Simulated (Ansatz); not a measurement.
MgB2: the change of pressure and largest V_zz with volume scale

Periodic Kohn-Sham DFT of a crystal at fixed atoms, scaled to volume_scale times the given cell; pressure positive in compression, energy less spherical unpolarised free atoms, largest_vzz the field gradient of largest size among the nuclei. The results are calculated, by Ansatz 0.2.0.

The cell before it is scaled or strained (space group P6/mmm, No. 191):
```
cell vectors (Å)
   3.0850     0.0000     0.0000
  -1.5425     2.6717     0.0000
   0.0000     0.0000     3.5230
atoms (fractions of the cell vectors)
Mg  0.00000  0.00000  0.00000
B   0.33333  0.66667  0.50000
B   0.66667  0.33333  0.50000
```

Settings of every row: method all-electron PAW; functional PBE; relativity scalar; k mesh 12x12x9; filling fermi-dirac; smearing width 0.05 eV; nucleus gaussian.

Atom start moment: 0 on all atoms.

Limits: no gap: field gradients move with the k mesh.

```
row  volume scale  V (Å³/atom)  pressure (GPa)  largest V_zz (1e21 V/m^2)
  1          0.94        9.098           9.194                      1.782
  2          0.96        9.292           5.441                      1.772
  3          0.98        9.486           2.026                      1.761
  4          0.99        9.582           0.434                      1.756
  5             1        9.679          -1.085                      1.751
  6          1.01        9.776               ?                          ?
  7          1.02        9.873          -3.919                       1.74
  8          1.04       10.066          -6.502                      1.729
  9          1.06        10.26          -8.855                      1.719
```

Question: what pressure and largest V_zz should row 6 give?

Worked fit of pressure. Take u = (V_r/V)^(2/3) − 1 with V_r = 9.6305 Å³ an atom, which is twice the finite (Eulerian) strain; such expansions in the strain, on which the Birch-Murnaghan equation of state is built, carry the rest volume and the bulk modulus. The shown rows have u = 0.03865, 0.02414, 0.01013, 0.00337, -0.00334, -0.01644, -0.02906, -0.04133. Least squares give pressure = −0.3298 + 226.983 × u + 502.06 × u² GPa; a straight line predicts inner rows, each left out in turn, worse (root mean square 0.26 against 0.006 GPa). The rows lie off it by 0.001, -0.001, 0.005, -0.007, -0.003, 0.007, 0.000, -0.002 (root mean square 0.0042 GPa). The pressure vanishes at u = 0.0014, or V = 9.61 Å³ an atom, and there the bulk modulus at fixed shape and fractions is B = −V dP/dV = (2/3)(1 + u) dP/du = 153 GPa. Letting shape and atoms relax would as a rule lower it, by much in layered, chain or molecular crystals. The withheld row has u = -0.00995, so the fit gives −0.3298 + 226.983 × (-0.00995) + 502.06 × (-0.00995)² = -2.539 GPa.

The calculation gave -2.535 GPa. The fit lies 0.004 GPa (0.022 % of the column's range) below it; its largest miss of a shown row is 0.007 GPa.

Worked fit of largest V_zz. Take t = volume scale − 1. The shown rows have t = -0.06, -0.04, -0.02, -0.01, 0, 0.02, 0.04, 0.06. Their means are -0.00125 and 1.7512 1e21 V/m^2; the sums about the means are S_tt = 0.01129 and S_ty = -0.005967, whose ratio is the slope. Least squares give largest V_zz = 1.7506 − 0.529 × t 1e21 V/m^2. All shown rows lie on it to the printed digit. The withheld row has t = 0.01, so the fit gives 1.7506 − 0.529 × (0.01) = 1.745 1e21 V/m^2.

The calculation gave 1.746 1e21 V/m^2. The fit lies 0.001 1e21 V/m^2 (1.6 % of the column's range) below it, one unit of the last digit.
